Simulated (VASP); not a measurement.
Input of a VASP 6.6.1 run:

The input INCAR:

```
SYSTEM = AlN
PREC = Accurate ; ENCUT = 600
EDIFF = 1E-6 ; ISMEAR = 0
SIGMA = 0.03 ; LREAL = .False.
LASPH = .True. ; NELM = 80
ALGO = Normal ; ISIF = 3
LWAVE = .False. ; LCHARG = .False.
GGA = PS ; IBRION = 2
NSW = 90 ; EDIFFG = -0.01
```

KPOINTS

```
regular mesh
0
Gamma
  12 12 6
  0 0 0
```

POSCAR

```
AlN
1.0
    3.1130000000      0.0000000000      0.0000000000
   -1.5565000000      2.6959370800      0.0000000000
    0.0000000000      0.0000000000      4.9810000000
Al N
2 2
Direct
    0.3333333300      0.6666666700      0.0000000000
    0.6666666700      0.3333333300      0.5000000000
    0.3333333300      0.6666666700      0.3800000000
    0.6666666700      0.3333333300      0.8800000000
```

Potentials or basis: VASP PAW PBE potentials, release 64 (Al, N).

Launch:

```bash
$ cat potpaw_PBE.64/Al/POTCAR potpaw_PBE.64/N/POTCAR > POTCAR
$ mpirun -np 1 vasp_std > vasp.out
```

Question: What does it give for the space group after relaxing (to 0.05 Å)?

Answer: P6_3mc (No. 186).

Question: Estimate the band gap on the k mesh.

Answer: 4.12 eV, direct.

Question: Predict the relaxed cell.

Answer: a = 3.113 Å, b = 3.113 Å, c = 4.981 Å, α = 90.00°, β = 90.00°, γ = 120.00°.

Final structure:
```
Al N
1.0
     3.11270    0.00000    0.00000
    -1.55635    2.69568    0.00000
     0.00000    0.00000    4.98090
Al N
2 2
Direct
  0.33333 0.66667 0.99899
  0.66667 0.33333 0.49899
  0.33333 0.66667 0.38101
  0.66667 0.33333 0.88101
```

 As with any semilocal functional, this PBEsol gap is likely too small.
